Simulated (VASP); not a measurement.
Al2ZnO4 (Gahnite), 14 atoms in the cell. It takes space group Fd-3m (No. 227, cubic). The conventional cell has a = 8.085 Å, b = 8.085 Å, c = 8.085 Å, α = 90.00°, β = 90.00°, γ = 90.00°. Al (site symmetry -3m) has 6 O at 1.91 Å as nearest neighbours. Around Zn (site symmetry -43m) lie 4 O at 1.95 Å. O (site symmetry 3m) is surrounded by 3 Al at 1.91 Å and 1 Zn at 1.95 Å. 

- Program: VASP 6.6.1
- Task: relaxation of cell and atoms
- Functional: LDA
- Potentials or basis: VASP PAW LDA potentials, release 64 (Al, Zn, O)
- Cutoff: 600 eV
- k mesh: 6 × 6 × 6
- Occupations: gaussian, width 0.03 eV
- Spin: no spin polarisation
- Further INCAR settings: ALGO = Normal; EDIFF = 1e-06; IBRION = 2; EDIFFG = -0.01; NSW = 90; ISIF = 3

Potentials or basis: VASP PAW LDA potentials, release 64 (Al, Zn, O).

The run is started by

```sh
$ cat potpaw_LDA.64/Al/POTCAR potpaw_LDA.64/Zn/POTCAR potpaw_LDA.64/O/POTCAR > POTCAR
$ mpirun -np 4 vasp_std > vasp.out
```

Hardware: 4 MPI ranks on AMD EPYC 9R45 96-Core Processor (Zen 5), with other jobs on the host.

Problem. How long does it take, and how much memory?

Solution. Wall time 100 s on 4 MPI ranks on AMD EPYC 9R45 96-Core Processor (Zen 5), on a shared host, peak memory 0.31 GiB a rank. Counts: scf iterations 57, k points 16, ion steps 6.
